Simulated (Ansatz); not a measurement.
# Ni (Im-3m) in Ansatz: a series of runs

One crystal, Ni, is run at these levels: LDA; tasks: single point, equation of state.

Everything below comes from runs of Ansatz 0.2.0. Logs are shortened: lines on timing, memory, paths and dates and some standing lists are left out, and cuts for length are marked.

## Step 1: The structure

Symmetry: Im-3m, No. 229, cubic system. The conventional cell has a = 2.767 Å, b = 2.767 Å, c = 2.767 Å, α = 90.00°, β = 90.00°, γ = 90.00°. Ni (site symmetry m-3m) has 8 Ni at 2.40 Å as nearest neighbours.

This isn't the form of Ni at room conditions, which is fcc.

## Step 2: Single point, LDA, collinear spin, ferromagnetic start, 9.96 Å³/atom (volume scaled by 0.94)

input.yaml

```yaml
crystal:
  lattice:
    - [-1.3554684528, 1.3554684528, 1.3554684528]
    - [1.3554684528, -1.3554684528, 1.3554684528]
    - [1.3554684528, 1.3554684528, -1.3554684528]
  atoms:
    - { symbol: Ni, position: [0.0, 0.0, 0.0], spin: 1.0 }
kpoints:
  mp_grid: { grid: [13, 13, 13] }
scf:
  occupations: { method: fermi_dirac, width: 0.05 }
hamiltonian:
  xc: lda
  pseudopotentials: { kind: all_electron, lapw: { basis_error: 0.001 } }
magnetization:
  spin_polarized: true
output:
  forces: true
  stress: true
  eigenvalues: true
```

Potentials or basis: all-electron LAPW, scalar-relativistic.

Started as:

```
ansatz run input.yaml --threads 2 --pin off --max-ram 6144MiB --backend cpu --events-out ev --progress --plain --runs-dir out
```

The log of the run:

```text
Warning: RAYON_NUM_THREADS=2 ignored (pool sized by the plan → 2); use --threads N
LAPW: plane waves up to 9.663 Å⁻¹, error target 1.0e-3 eV per atom; small_component_spin mean_spin; Ni in spheres of 1.174 Å, 18 of its electrons in bands, Dirac shells [] (how accurate: hamiltonian.pseudopotentials.lapw.basis_error, Limitations)
Engine: ansatz 0.2.0, aarch64-unknown-linux-gnu
Pseudopotentials: kind: all_electron
Pseudopotential: Ni, LAPW, valence charge 18, lapw/all_electron/scalar/gaussian/Ni, Koelling and Harmon's equation, gaussian nucleus
Functional definition: SPW92
  exchange = slater_x
  correlation = pw_c
Crystal: 1 atoms, lattice volume = 9.962 Å³
Basis set: ecut = 355.7237678898255 eV, 141 PW (Γ), exchange–correlation at level 2
Bands: 14, of which v1, the nominal top of the filled ones, is band 9 counted from 1 (8 counted from 0)
Symmetry: 48 space group operations
Space group: Im-3m (ITA 229), of the structure as read, at distance tolerance 2.2e-5 Å
Magnetic group: BNS 229.140 (UNI 1642), of the structure as read, at distance tolerance 2.2e-5 Å
k-points: 84 of 2197
Non-local potential: Ni, projectors of the file, none
Initial density: superposition of atomic densities (chi_scale 0.1, normalization cell)
Starting moments: Σ|m| = 1 μB on 1 of 1 site
Initial wavefunctions: plane waves of lowest kinetic energy (no species holds an atomic orbital)
Functional: x = slater, c = lda
iter 1 solved again at ethr=3.28e-6 eV; its pass at ethr=1.00e-1 eV (dr2=5.91e-4 eV) is discarded
SCF iter   1: F=—  HF=-41316.515273 eV  |F-HF|=—  |Δ(HF+E_count)|=         —  Δρ=2.36e-2 (↑2.26e-2 ↓2.36e-2)  dr2=5.59e-4  dr2_m=4.85e-2  M=0.583 μB ∫|m|=0.598 μB  β_m=0.30  ethr=3.28e-6  ⟨swp⟩=4.2  Hψ=19899  notcnv=0
Mixer restart at iter 1: flushing history
preconditioner: auto → none  [metal: Δε(μ)=0.019 eV  Ē_g=18.077 eV  σ=0.050 eV  W_gap=0.09  n_scr=0 (ndim 8)  ℏωp=37.2 eV  f_vac=0.000  D(μ)=1.80/eV (n_scr^D=42)]
SCF iter   2: F=—  HF=-41316.516147 eV  |F-HF|=—  |Δ(HF+E_count)|=   8.74e-4  Δρ=1.78e-2 (↑1.73e-2 ↓1.78e-2)  dr2=1.57e-4  dr2_m=2.80e-2  M=0.558 μB ∫|m|=0.577 μB  β_m=0.65  ethr=3.11e-6  ⟨swp⟩=2.1  Hψ=6181  notcnv=0
SCF iter   3: F=—  HF=-41316.520704 eV  |F-HF|=—  |Δ(HF+E_count)|=   4.56e-3  Δρ=4.44e-3 (↑3.19e-3 ↓4.44e-3)  dr2=2.19e-4  dr2_m=1.25e-3  M=0.413 μB ∫|m|=0.444 μB  β_m=0.53  ethr=8.74e-7  ⟨swp⟩=3.0  Hψ=7420  notcnv=0
SCF iter   4: F=—  HF=-41316.517709 eV  |F-HF|=—  |Δ(HF+E_count)|=         —  Δρ=3.49e-3 (↑3.49e-3 ↓2.96e-3)  dr2=4.70e-5  dr2_m=9.38e-4  M=0.366 μB ∫|m|=0.399 μB  β_m=0.76  ethr=8.74e-7  ⟨swp⟩=3.0  Hψ=6729  notcnv=0
the basis was enlarged: its passes take 432.9 KiB over the memory plan, 2 of 2 planned eigensolver slots
iter 5 solved again at ethr=1.36e-8 eV; its pass at ethr=2.61e-7 eV (dr2=2.46e-6 eV) is discarded
SCF iter   5: F=—  HF=-41316.517455 eV  |F-HF|=—  |Δ(HF+E_count)|=   2.54e-4  Δρ=1.35e-3 (↑1.30e-3 ↓1.35e-3)  dr2=2.45e-6  dr2_m=1.58e-4  M=0.288 μB ∫|m|=0.318 μB  β_m=0.88  ethr=1.36e-8  ⟨swp⟩=2.0  Hψ=10957  notcnv=0
SCF iter   6: F=—  HF=-41316.517817 eV  |F-HF|=—  |Δ(HF+E_count)|=   3.61e-4  Δρ=1.07e-3 (↑1.07e-3 ↓1.02e-3)  dr2=1.32e-6  dr2_m=9.86e-5  M=0.203 μB ∫|m|=0.222 μB  β_m=0.93  ethr=1.36e-8  ⟨swp⟩=3.1  Hψ=7233  notcnv=0
SCF iter   7: F=—  HF=-41316.517795 eV  |F-HF|=—  |Δ(HF+E_count)|=   2.20e-5  Δρ=4.47e-5 (↑4.47e-5 ↓4.36e-5)  dr2=1.40e-8  dr2_m=1.70e-7  M=0.213 μB ∫|m|=0.231 μB  β_m=0.90  ethr=7.34e-9  ⟨swp⟩=3.0  Hψ=6729  notcnv=0
SCF iter   8: F=—  HF=-41316.517795 eV  |F-HF|=—  |Δ(HF+E_count)|=   7.23e-7  Δρ=1.39e-5 (↑1.39e-5 ↓1.20e-5)  dr2=6.90e-10  dr2_m=1.51e-8  M=0.212 μB ∫|m|=0.229 μB  β_m=0.95  ethr=7.77e-11  ⟨swp⟩=3.0  Hψ=7025  notcnv=0
SCF iter   9: F=—  HF=-41316.517795 eV  |F-HF|=—  |Δ(HF+E_count)|=   5.35e-8  Δρ=1.58e-6 (↑1.58e-6 ↓1.33e-6)  dr2=2.04e-11  dr2_m=1.86e-10  M=0.211 μB ∫|m|=0.228 μB  β_m=0.97  ethr=3.84e-12  ⟨swp⟩=3.0  Hψ=7075  notcnv=0
SCF iter  10: F=-41316.517795 eV  HF=-41316.517795 eV  |F-HF|=5.09e-11  |Δ(HF+E_count)|=  9.09e-10  Δρ=2.24e-7 (↑2.24e-7 ↓1.32e-7)  dr2=3.23e-12  dr2_m=1.56e-12  M=0.211 μB ∫|m|=0.228 μB  ethr=1.00e-12  ⟨swp⟩=2.9  Hψ=6380  notcnv=0
SCF 1 converged in 10 iterations: F = -41316.517795 eV  dr2 = 3.23e-12
SCF converged after 10 iterations
Magnetization: 0.2114 μB (9.1057 up, 8.8943 down)
Absolute magnetization: 0.2283 μB (∫|ρ↑−ρ↓|)
Spin contamination: 0.0011 ħ² per cell (⟨S²⟩ above its minimum at these occupations)
Per-site moments (μB) at R_I (Å): [(0.21780135184772575, 1.1738700966611586)]
Free energy (F): -41316.517795 eV
Harris-Foulkes:  -41316.517795 eV  (|F-HF|=5.09e-11)
Internal energy: -41316.503676 eV  (E = F + TS)
E sigma→0 (E₀):  -41316.510736 eV
Entropy (-TS):   -0.014119 eV (-14.119 meV/atom)
Fermi energy:    19.767578 eV
--- Per-component energies (eV) ---
  E_band       = -250.532101
  E_kinetic    = 41960.920568
  E_xc         = -1663.984638
  E_electrostatic = -81613.439606  (all electrons and nuclei)
  E_smearing   = -0.014119  (= −TS)
  E_closure    = 0.000000  (closes the sum)
  E_atoms      = -41308.350595  (free atoms, spherical and without spin; not in F)
  Σ components = -41316.517795   (vs F -41316.517795, Δ=0.00e0)
  Basis errors (estimates in eV, not in F): energy 2.8e-4 per atom: plane waves 2.5e-4 (1.3e-4 summed), levels above the bands 9.2e-192, relativity 5.6e-9, radial functions 3.8e-5, core shells 1.3e-9; eigenvalues (radial functions only) 3.6e-5; not estimated: angular momenta, meshes, grids; target (lapw.basis_error) 1.0e-3; muffin-tin radii Ni 1.174 Å
--- Forces (eV/Å), atoms counted from 1 ---
  atom   1  Ni     0.00000000     0.00000000     0.00000000
  max |Σ_I F_I| component: 4.27e-31 eV/Å
--- Stress (GPa, compression-positive) ---
        2.260911       0.000000      -0.000000
        0.000000       2.260911       0.000000
       -0.000000       0.000000       2.260911
  P = ⅓ Tr σ = 2.2609 GPa (22.609 kbar)
--- Band table (eV; the first three rows and the last of 168) ---
  k-point 0 ↑: bands = ["-82.6801", "-43.3177", "-43.3177", "-43.3177", "10.2272", "17.4554", "17.4554", "17.4554", "19.0525", "19.0525", "46.9770", "46.9770", "46.9770", "52.4156"]
  k-point 1 ↑: bands = ["-82.6768", "-43.3364", "-43.3241", "-43.3177", "10.4888", "17.3896", "17.4488", "17.5842", "18.9864", "19.0576", "45.1674", "46.5355", "46.7047", "51.1688"]
  k-point 2 ↑: bands = ["-82.6676", "-43.3878", "-43.3416", "-43.3175", "11.2477", "17.2099", "17.4050", "17.9519", "18.8559", "19.0752", "41.4917", "45.0432", "46.1351", "48.3042"]
  k-point 83 ↓: bands = ["-82.3153", "-43.2969", "-43.2940", "-43.2940", "15.3466", "15.3561", "19.9941", "19.9941", "20.0645", "29.1318", "30.3020", "30.3020", "36.5430", "37.1782"]
```

Wall time 9.8 s (2 threads of Arm Neoverse V1, shared host); peak memory 0.34 GiB.

What came out:

```
Free energy            : -41316.5178 eV
Pressure               : 2.3 GPa
Band gap on the k mesh : none (metal or under the smearing width)
Net moment             : 0.21 μB per cell
Absolute moment        : 0.23 μB per cell
Site moments           : Ni +0.22 μB
```

## Step 3: Single point, LDA, collinear spin, ferromagnetic start, 10.17 Å³/atom (volume scaled by 0.96)

input.yaml, as its differences from that of step 2:

```diff
@@ -2,5 +2,5 @@
   lattice:
-    - [-1.3554684528, 1.3554684528, 1.3554684528]
-    - [1.3554684528, -1.3554684528, 1.3554684528]
-    - [1.3554684528, 1.3554684528, -1.3554684528]
+    - [-1.3650143198, 1.3650143198, 1.3650143198]
+    - [1.3650143198, -1.3650143198, 1.3650143198]
+    - [1.3650143198, 1.3650143198, -1.3650143198]
   atoms:
```

Potentials or basis: all-electron LAPW, scalar-relativistic.

Started as:

```
ansatz run input.yaml --threads 2 --pin off --max-ram 6144MiB --backend cpu --events-out ev --progress --plain --runs-dir out
```

Run time: 11 s. Hardware: 2 threads of Arm Neoverse V1, shared host; peak memory 0.34 GiB.

Results (log left out):

```
Free energy            : -41316.5174 eV
Pressure               : -2.7 GPa
Band gap on the k mesh : none (metal or under the smearing width)
Net moment             : 0.29 μB per cell
Absolute moment        : 0.31 μB per cell
Site moments           : Ni +0.30 μB
```

## Step 4: Single point, LDA, collinear spin, ferromagnetic start, 10.39 Å³/atom (volume scaled by 0.98)

input.yaml, as its differences from that of step 3:

```diff
@@ -2,5 +2,5 @@
   lattice:
-    - [-1.3650143198, 1.3650143198, 1.3650143198]
-    - [1.3650143198, -1.3650143198, 1.3650143198]
-    - [1.3650143198, 1.3650143198, -1.3650143198]
+    - [-1.3744285092, 1.3744285092, 1.3744285092]
+    - [1.3744285092, -1.3744285092, 1.3744285092]
+    - [1.3744285092, 1.3744285092, -1.3744285092]
   atoms:
```

Started as:

```
ansatz run input.yaml --threads 2 --pin off --max-ram 6144MiB --backend cpu --events-out ev --progress --plain --runs-dir out
```

Wall time 9.3 s (2 threads of Arm Neoverse V1, shared host); peak memory 0.34 GiB.

Results (log left out):

* Free energy: -41316.5114 eV
* Pressure: -6.4 GPa
* Band gap on the k mesh: none (metal or under the smearing width)
* Net moment: 0.51 μB per cell
* Absolute moment: 0.55 μB per cell
* Site moments: Ni +0.52 μB

## Step 5: Single point, LDA, collinear spin, ferromagnetic start, 10.60 Å³/atom

input.yaml, as its differences from that of step 4:

```diff
@@ -2,5 +2,5 @@
   lattice:
-    - [-1.3744285092, 1.3744285092, 1.3744285092]
-    - [1.3744285092, -1.3744285092, 1.3744285092]
-    - [1.3744285092, 1.3744285092, -1.3744285092]
+    - [-1.38371547, 1.38371547, 1.38371547]
+    - [1.38371547, -1.38371547, 1.38371547]
+    - [1.38371547, 1.38371547, -1.38371547]
   atoms:
```

Started as:

```
ansatz run input.yaml --threads 2 --pin off --max-ram 6144MiB --backend cpu --events-out ev --progress --plain --runs-dir out
```

Run time: 8.9 s. Hardware: 2 threads of Arm Neoverse V1, shared host; peak memory 0.34 GiB.

Results (log left out):

```yaml
Free_energy: -41316.5003 eV
Pressure: -10.3 GPa
Band_gap_on_the_k_mesh: none (metal or under the smearing width)
Net_moment: 0.55 μB per cell
Absolute_moment: 0.59 μB per cell
Site_moments: Ni +0.56 μB
```

## Step 6: Single point, LDA, collinear spin, ferromagnetic start, 10.81 Å³/atom (volume scaled by 1.02)

input.yaml, as its differences from that of step 5:

```diff
@@ -2,5 +2,5 @@
   lattice:
-    - [-1.38371547, 1.38371547, 1.38371547]
-    - [1.38371547, -1.38371547, 1.38371547]
-    - [1.38371547, 1.38371547, -1.38371547]
+    - [-1.3928794157, 1.3928794157, 1.3928794157]
+    - [1.3928794157, -1.3928794157, 1.3928794157]
+    - [1.3928794157, 1.3928794157, -1.3928794157]
   atoms:
```

Potentials or basis: all-electron LAPW, scalar-relativistic.

Started as:

```
ansatz run input.yaml --threads 2 --pin off --max-ram 6144MiB --backend cpu --events-out ev --progress --plain --runs-dir out
```

Run time: 8.1 s. Hardware: 2 threads of Arm Neoverse V1, shared host; peak memory 0.34 GiB.

Results (log left out):

```yaml
Free_energy: -41316.4842 eV
Pressure: -13.9 GPa
Band_gap_on_the_k_mesh: none (metal or under the smearing width)
Net_moment: 0.57 μB per cell
Absolute_moment: 0.61 μB per cell
Site_moments: Ni +0.58 μB
```

## Step 7: Single point, LDA, collinear spin, ferromagnetic start, 11.02 Å³/atom (volume scaled by 1.04)

input.yaml, as its differences from that of step 6:

```diff
@@ -2,5 +2,5 @@
   lattice:
-    - [-1.3928794157, 1.3928794157, 1.3928794157]
-    - [1.3928794157, -1.3928794157, 1.3928794157]
-    - [1.3928794157, 1.3928794157, -1.3928794157]
+    - [-1.4019243406, 1.4019243406, 1.4019243406]
+    - [1.4019243406, -1.4019243406, 1.4019243406]
+    - [1.4019243406, 1.4019243406, -1.4019243406]
   atoms:
```

Started as:

```
ansatz run input.yaml --threads 2 --pin off --max-ram 6144MiB --backend cpu --events-out ev --progress --plain --runs-dir out
```

Wall time 8.2 s (2 threads of Arm Neoverse V1, shared host); peak memory 0.34 GiB.

Results (log left out):

```
Free energy            : -41316.4636 eV
Pressure               : -17.1 GPa
Band gap on the k mesh : none (metal or under the smearing width)
Net moment             : 0.58 μB per cell
Absolute moment        : 0.63 μB per cell
Site moments           : Ni +0.60 μB
```

## Step 8: Single point, LDA, collinear spin, ferromagnetic start, 11.23 Å³/atom (volume scaled by 1.06)

input.yaml, as its differences from that of step 7:

```diff
@@ -2,5 +2,5 @@
   lattice:
-    - [-1.4019243406, 1.4019243406, 1.4019243406]
-    - [1.4019243406, -1.4019243406, 1.4019243406]
-    - [1.4019243406, 1.4019243406, -1.4019243406]
+    - [-1.4108540358, 1.4108540358, 1.4108540358]
+    - [1.4108540358, -1.4108540358, 1.4108540358]
+    - [1.4108540358, 1.4108540358, -1.4108540358]
   atoms:
```

Started as:

```
ansatz run input.yaml --threads 2 --pin off --max-ram 6144MiB --backend cpu --events-out ev --progress --plain --runs-dir out
```

It took 8 s on 2 threads of Arm Neoverse V1, shared host; peak memory 0.34 GiB.

Results (log left out):

| Quantity | Value |
| --- | --- |
| Free energy | -41316.4390 eV |
| Pressure | -20.0 GPa |
| Band gap on the k mesh | none (metal or under the smearing width) |
| Net moment | 0.59 μB per cell |
| Absolute moment | 0.64 μB per cell |
| Site moments | Ni +0.61 μB |

## Step 9: Equation of state, LDA, collinear spin, ferromagnetic start

Potentials or basis: all-electron LAPW, scalar-relativistic.

No new run: the results of the series are fitted here.

What came out:

* Equilibrium volume: 10.05 Å³/atom (rough: see the caveat)
* Bulk modulus: 210 GPa (rough)

Energy against volume, from the lowest point:
| volume (Å³/atom) | energy (meV/atom) |
| --- | --- |
| 9.962 | 0.00 |
| 10.174 | 0.43 |
| 10.385 | 6.36 |
| 10.597 | 17.45 |
| 10.809 | 33.56 |
| 11.021 | 54.16 |
| 11.233 | 78.76 |

Caveat: the fit is doubtful: noisy points or a state that changes with volume.
